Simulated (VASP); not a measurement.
# InP (F-43m) in VASP: further runs, part 2 of 2

VASP 6.6.1.

### Step 3. Single point, r2SCAN+D4

This run uses another cell than the first one, of 25.17 Å³/atom, 1.020 times its volume.

POSCAR reads:

```
InP
1.0
    0.0000000000      2.9305000000      2.9305000000
    2.9305000000      0.0000000000      2.9305000000
    2.9305000000      2.9305000000      0.0000000000
In P
1 1
Direct
    0.0000000000      0.0000000000      0.0000000000
    0.7500000000      0.7500000000      0.7500000000
```

INCAR.step1 reads:

```
SYSTEM = InP
ALGO = Normal
EDIFF = 1E-4
ENCUT = 520
GGA = PE
ISMEAR = -1
LASPH = .True.
LCHARG = .False.
LREAL = .False.
LWAVE = .True.
NBANDS = 16
NELM = 60
PREC = Accurate
SIGMA = 0.05
```

INCAR.step2 reads:

```
SYSTEM = InP
ALGO = Normal
EDIFF = 1E-6
ENCUT = 520
ISIF = 2
ISMEAR = -1
ISTART = 1
IVDW = 13
LASPH = .True.
LCHARG = .False.
LMIXTAU = .True.
LREAL = .False.
LWAVE = .False.
METAGGA = R2SCAN
NBANDS = 16
NELM = 60
PREC = Accurate
SIGMA = 0.05
VDW_A1 = 0.51559235
VDW_A2 = 5.77342911
VDW_S6 = 1.0
VDW_S8 = 0.6018749
```

KPOINTS reads:

```
k-points
0
Gamma
  8 8 8
  0 0 0
```

Potentials or basis: VASP PAW PBE potentials, release 64 (In_d, P).

Launch:

```sh
$ cat potpaw_PBE.64/In_d/POTCAR potpaw_PBE.64/P/POTCAR > POTCAR
$ cp INCAR.step1 INCAR
$ mpirun -np 1 vasp_std > vasp.out
$ cp INCAR.step2 INCAR
$ mpirun -np 1 vasp_std > vasp.out
```

OUTCAR:

```text
SYSTEM = InP
   EDIFF = 1E-6
   ENCUT = 520
   ISIF = 2
   ISMEAR = -1
   ISTART = 1
   IVDW = 13
   LASPH = .True.
   LREAL = .False.
   METAGGA = R2SCAN
   NELM = 60
   PREC = Accurate

 ion  position               nearest neighbor table
   1  0.000  0.000  0.000-   2 2.54   2 2.54   2 2.54   2 2.54
   2  0.750  0.750  0.750-   1 2.54   1 2.54   1 2.54   1 2.54

  LATTYP: Found a face centered cubic cell.
 ALAT       =     5.8610000000

  Lattice vectors:

 A1 = (   0.0000000000,   2.9305000000,   2.9305000000)
 A2 = (   2.9305000000,   0.0000000000,   2.9305000000)
 A3 = (   2.9305000000,   2.9305000000,   0.0000000000)

Analysis of symmetry for initial positions (statically):
=====================================================================
 Subroutine PRICEL returns:
 Original cell was already a primitive cell.

 Routine SETGRP: Setting up the symmetry group for a
 face centered cubic supercell.

 Subroutine GETGRP returns: Found 24 space group operations
 (whereof 24 operations were pure point group operations)
 out of a pool of 48 trial point group operations.

The static configuration has the point symmetry T_d .

Analysis of symmetry for dynamics (positions and initial velocities):
[... 160 lines left out ...]
 val. band max:        5.0119846087   @ k =   0.0000   0.0000   0.0000
 cond. band min:       6.1812841843   @ k =   0.0000   0.0000   0.0000
 fundamental gap:      1.1692995756
 Fermi energy:         5.6275291903

 k-point     1 :       0.0000    0.0000    0.0000
  band No.  band energies     occupation
      1      -9.6434      2.00000
      2      -9.6434      2.00000
      3      -9.6434      2.00000
      4      -9.4640      2.00000
      5      -9.4640      2.00000
      6      -6.9884      2.00000
[... 433 lines left out ...]
      3      -9.5680      2.00000
      4      -9.4703      2.00000
      5      -9.4505      2.00000
      6      -4.8510      2.00000
[... 8 lines left out ...]
     15      16.3046      0.00000
     16      16.9927      0.00000

 [... further k-points ...]

------------------------ aborting loop because EDIFF is reached ----------------------------------------

  DFT-D4 for vdW energy calculation

  Edisp (eV):   -0.23839

  FORCE on cell =-STRESS in cart. coord.  units (eV):
  Direction    XX          YY          ZZ          XY          YZ          ZX
  --------------------------------------------------------------------------------------
  -------------------------------------------------------------------------------------
  Total       0.27609     0.27609     0.27609    -0.00000     0.00000     0.00000
  in kB       8.78835     8.78835     8.78835    -0.00000     0.00000     0.00000
  external pressure =        8.79 kB  Pullay stress =        0.00 kB

 VOLUME and BASIS-vectors are now :
 -----------------------------------------------------------------------------
  energy-cutoff  :      520.00
  volume of cell :       50.33
      direct lattice vectors                 reciprocal lattice vectors
     0.000000000  2.930500000  2.930500000    -0.170619348  0.170619348  0.170619348
     2.930500000  0.000000000  2.930500000     0.170619348 -0.170619348  0.170619348
     2.930500000  2.930500000  0.000000000     0.170619348  0.170619348 -0.170619348

 POSITION                                       TOTAL-FORCE (eV/Angst)
 -----------------------------------------------------------------------------------
      0.00000      0.00000      0.00000         0.000000      0.000000      0.000000
      4.39575      4.39575      4.39575        -0.000000     -0.000000     -0.000000
 -----------------------------------------------------------------------------------
    total drift:                                0.000002      0.000002      0.000002

  FREE ENERGIE OF THE ION-ELECTRON SYSTEM (eV)
  ---------------------------------------------------
  free  energy   TOTEN  =       -32.5300427305 eV

  energy  without entropy=      -32.5300426522  energy(sigma->0) =      -32.53004269
```

OUTCAR.step1:

```text
SYSTEM = InP
   EDIFF = 1E-4
   ENCUT = 520
   GGA = PE
   ISMEAR = -1
   LASPH = .True.
   LREAL = .False.
[... 675 lines left out ...]
      0.00000      0.00000      0.00000         0.000000      0.000000      0.000000
      4.39575      4.39575      4.39575        -0.000000     -0.000000     -0.000000
 -----------------------------------------------------------------------------------
    total drift:                                0.000000      0.000000      0.000000

  FREE ENERGIE OF THE ION-ELECTRON SYSTEM (eV)
  ---------------------------------------------------
  free  energy   TOTEN  =        -8.3807875742 eV

  energy  without entropy=       -8.3807826688  energy(sigma->0) =       -8.38078512
```

OSZICAR.step1:

```text
N       E                     dE             d eps       ncg     rms          rms(c)
DAV:   1     0.112989301544E+03    0.11299E+03   -0.85472E+03   928   0.127E+03
DAV:   2    -0.142642841066E+01   -0.11442E+03   -0.10976E+03  1048   0.302E+02
DAV:   3    -0.860444287056E+01   -0.71780E+01   -0.71441E+01  1256   0.741E+01
DAV:   4    -0.879462404202E+01   -0.19018E+00   -0.19012E+00  1168   0.128E+01
DAV:   5    -0.880319385697E+01   -0.85698E-02   -0.85697E-02  1384   0.227E+00    0.571E+00
DAV:   6    -0.840912035762E+01    0.39407E+00   -0.62314E-01  1480   0.129E+01    0.342E+00
DAV:   7    -0.837955673066E+01    0.29564E-01   -0.16088E-01  1352   0.320E+00    0.126E+00
DAV:   8    -0.837994062946E+01   -0.38390E-03   -0.15664E-02  1192   0.147E+00    0.332E-01
DAV:   9    -0.838056248925E+01   -0.62186E-03   -0.13059E-03  1184   0.381E-01    0.159E-01
DAV:  10    -0.838071188636E+01   -0.14940E-03   -0.23655E-04  1144   0.210E-01    0.938E-02
DAV:  11    -0.838078757420E+01   -0.75688E-04   -0.14175E-04  1080   0.110E-01
   1 F= -.83807876E+01 E0= -.83807851E+01  d E =-.490539E-05
```

Run time: 75 s. Hardware: 1 thread of AMD EPYC 7R13 (Zen 3), shared host; peak memory 0.16 GiB.

Results:

* Free energy: -32.5300 eV
* Pressure: 0.9 GPa
* Band gap on the k mesh: 1.17 eV, direct
* Dispersion energy per atom: -0.119 eV

Caveat: the PAW data sets were made with another functional, which shifts forces and pressure a little; spin-orbit coupling is left out, which moves the levels of the heavy elements.

### Step 4. Against experiment

Step 2. Measured gap of InP: 1.4236 eV (direct; 1.6 K; a printed reference work, data compilation). This calculation gives 1.29 eV (-0.14 eV). Spin-orbit coupling on In is left out. The value is that of r2SCAN+D4, without temperature or zero-point motion.

Step 3. Measured gap of InP: 1.4236 eV (direct; 1.6 K; a printed reference work, data compilation). This calculation gives 1.17 eV (-0.25 eV). Spin-orbit coupling on In is left out. The value is that of r2SCAN+D4, without temperature or zero-point motion.
